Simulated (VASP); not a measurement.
Wanted: the native input for a VASP 6.6.1 run.

* Task: G0W0 quasiparticle levels
* Functional: PBEsol
* Potentials or basis: VASP PAW PBE potentials, release 64 (Cd_GW, Te_GW)
* Cutoff: 450 eV
* k mesh: 3 × 3 × 3
* Occupations: gaussian, width 0.01 eV
* Spin: no spin polarisation
* Cutoff of the response function: 80
* Empty bands: 44
* GW scheme: G0W0
* GW iterations: 1
* Frequency points: 50
* Further INCAR settings: ALGO = EVGW0; EDIFF = 1e-08; NBANDS = 53

CdTe:

```xyz
2
Lattice="0.0000 3.2050 3.2050 3.2050 0.0000 3.2050 3.2050 3.2050 0.0000" Properties=species:S:1:pos:R:3 pbc="T T T"
Cd    0.0000    0.0000    0.0000
Te    1.6025    1.6025    1.6025
```

One way to write it, as run:

POSCAR

```
CdTe
1.0
    0.0000000000      3.2050000000      3.2050000000
    3.2050000000      0.0000000000      3.2050000000
    3.2050000000      3.2050000000      0.0000000000
Cd Te
1 1
Direct
    0.0000000000      0.0000000000      0.0000000000
    0.2500000000      0.2500000000      0.2500000000
```

INCAR.step1

```
PREC = Accurate
ENCUT = 450
EDIFF = 1E-8
ISMEAR = 0
SIGMA = 0.01
LREAL = False
LASPH = True
NELM = 100
ALGO = Normal
LWAVE = True
LCHARG = False
GGA = PS
KPAR = 8
```

INCAR.step2

```
PREC = Accurate
ENCUT = 450
EDIFF = 1E-8
ISMEAR = 0
SIGMA = 0.01
LREAL = False
LASPH = True
NELM = 1
ALGO = Exact
LWAVE = True
LCHARG = False
GGA = PS
NBANDS = 53
LOPTICS = True
ISTART = 1
KPAR = 8
```

INCAR.step3

```
PREC = Accurate
ENCUT = 450
EDIFF = 1E-8
ISMEAR = 0
SIGMA = 0.01
LREAL = False
LASPH = True
ALGO = EVGW0
LWAVE = False
LCHARG = False
GGA = PS
NELMGW = 1
NBANDS = 53
ENCUTGW = 80
NOMEGA = 50
PRECFOCK = Fast
ISTART = 1
NBANDSGW = 17
KPAR = 8
```

KPOINTS

```
Automatic mesh
0
Gamma
  3 3 3
```

Potentials or basis: VASP PAW PBE potentials, release 64 (Cd_GW, Te_GW).

Launch:

```bash
$ cat potpaw_PBE.64/Cd_GW/POTCAR potpaw_PBE.64/Te_GW/POTCAR > POTCAR
$ cp INCAR.step1 INCAR
$ mpirun -np 8 vasp_std > vasp.out
$ cp INCAR.step2 INCAR
$ mpirun -np 8 vasp_std > vasp.out
$ cp INCAR.step3 INCAR
$ mpirun -np 8 vasp_std > vasp.out
```

Results of the run:

```
Band gap on the k mesh, mean-field level : 0.72 eV, direct
Quasiparticle gap                        : 1.55 eV
Least direct quasiparticle gap           : 1.55 eV
```

Caveat: the k mesh is coarse (spacing up to 0.57 Å⁻¹), so the values aren't converged; bands, screening cutoff and mesh are small and nothing is extrapolated, so the quasiparticle values aren't converged; spin-orbit coupling is left out, which moves the levels of the heavy elements.

It took 26 s on 8 MPI ranks on Intel(R) Xeon(R) Platinum 8488C (Sapphire Rapids), with other jobs on the host, peak memory 0.38 GiB a rank.
